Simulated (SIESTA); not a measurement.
The system is SrCl2.

```
CELL_PARAMETERS angstrom
0.00000 3.48835 3.48835
3.48835 0.00000 3.48835
3.48835 3.48835 0.00000
ATOMIC_POSITIONS crystal
Sr 0.00000 0.00000 0.00000
Cl 0.75000 0.75000 0.75000
Cl 0.25000 0.25000 0.25000
```

Program: SIESTA 5.4.2. Alike in all runs: no spin polarisation; cell as given; k mesh 7 × 7 × 7; smearing fermi-dirac 0.05 eV; grid cutoff 800 Ry; energy shift 0.003 Ry.

Q: Order these runs on this cell by their pressure, lowest first.
A. level PBE; potentials or basis PseudoDojo 0.4 standard (PBE files), DZP (energy shift 0.003 Ry; two zetas on semicore shells; d shell added on Sr)
B. level BLYP; potentials or basis PseudoDojo 0.4 standard (PBE files), DZP (energy shift 0.003 Ry; two zetas on semicore shells; d shell added on Sr)
C. level PBEsol; potentials or basis PseudoDojo 0.4 standard (PBEsol files), DZP (energy shift 0.003 Ry; two zetas on semicore shells; d shell added on Sr)

A: C (-0.8 GPa), A (1.2 GPa), B (3.1 GPa).

Caveats: the basis of atomic orbitals isn't converged, which shifts pressures, moduli and gaps; the potentials were made for another functional, which shifts forces and pressure (some runs).
